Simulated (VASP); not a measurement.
# Cl2: single point with RPBE+D3(BJ)

The system is Cl2, in a box.

```
Cl
1.0
    12.24355    0.00000    0.00000
     0.00000   12.74355    0.00000
     0.00000    0.00000   13.24355
Cl
2
Direct
  0.50707 0.46473 0.56583
  0.49309 0.54221 0.43569
```

- Program: VASP 6.6.1
- Task: single point
- Functional: RPBE
- Dispersion: D3(BJ)
- Potentials or basis: VASP PAW PBE potentials, release 64 (Cl)
- Cutoff: 400 eV
- k mesh: 1 × 1 × 1
- Occupations: gaussian, width 0.01 eV
- Spin: no spin polarisation

```
Largest force                   : 0.064 eV/Å
Gap between the frontier levels : 3.10 eV
Dispersion energy per atom      : -0.131 eV
```

Forces on the atoms (eV/Å):
```
Cl   0.006 -0.032  0.055
Cl  -0.006  0.032 -0.055
```

Levels at points of the mesh, in eV from the valence-band top:
| k point | band 4 | band 5 | band 6 | band 7 | band 8 | band 9 | band 10 | band 11 |
| --- | --- | --- | --- | --- | --- | --- | --- | --- |
| (0.00, 0.00, 0.00) | -2.65 | -2.65 | 0.00 | 0.00 | 3.10 | 6.70 | 7.64 | 7.69 |

It took 60 s on 1 thread of AMD EPYC 9R14 (Zen 4), on a shared host, peak memory 0.89 GiB.

Caveat: the PAW data sets were made with another functional, which shifts forces and pressure a little. A hybrid or GW would open this gap; RPBE tends to underestimate it.
